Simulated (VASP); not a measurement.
Wanted: the native input for a VASP 6.6.1 run.

```
Task                   : relaxation of cell and atoms
Functional             : PBE
Potentials or basis    : VASP PAW PBE potentials, release 64 (Si, Mo_sv)
Cutoff                 : 520 eV
k mesh                 : 10 × 10 × 6
Occupations            : gaussian, width 0.1 eV
Spin                   : no spin polarisation
Further INCAR settings : ALGO = Normal; EDIFF = 1e-07; IBRION = 2; POTIM = 0.3; EDIFFG = -0.005; NSW = 60; ISIF = 3
```

The structure of SiMo3 lies in POSCAR:

```
SiMo3                                   
1.0
    3.2513821632      0.0000000000      0.0000000000
    0.0000000000      3.2513821632      0.0000000000
   -0.0000000000     -0.0000000000      5.6967726226
  Si              Mo            
     1     3
Direct
     1.0000000000000000    0.0000000000000000    0.0000000000000000
     0.5000000000000000    0.5000000000000000    0.2354023899731067
     0.5000000000000000    0.5000000000000000    0.7645976100268934
     1.0000000000000000    0.0000000000000000    0.5000000000000000
```

The cell was built by a generator and needn't be a form met in nature.

These files were run (other wordings do the same):

INCAR

```
PREC = Accurate
ENCUT = 520
EDIFF = 1E-7
ISMEAR = 0
SIGMA = 0.1
LREAL = False
LASPH = True
NELM = 120
ALGO = Normal
ISIF = 3
LWAVE = False
LCHARG = False
GGA = PE
IBRION = 2
NSW = 60
EDIFFG = -0.005
POTIM = 0.3
KPAR = 4
```

KPOINTS

```
Automatic mesh
0
Gamma
  10 10 6
```

Potentials or basis: VASP PAW PBE potentials, release 64 (Si, Mo_sv).

Command:

```bash
$ cat potpaw_PBE.64/Si/POTCAR potpaw_PBE.64/Mo_sv/POTCAR > POTCAR
$ mpirun -np 4 vasp_std > vasp.out
```

Results of the run:

The pressure after relaxing is 0.0 GPa and the band gap on the k mesh is none (metal or under the smearing width).

Caveat: the relaxation stopped at its first step, so nothing moved.

Run time: 19 s on 4 MPI ranks on AMD EPYC 9R45 96-Core Processor (Zen 5), with other jobs on the host, peak memory 0.22 GiB a rank.
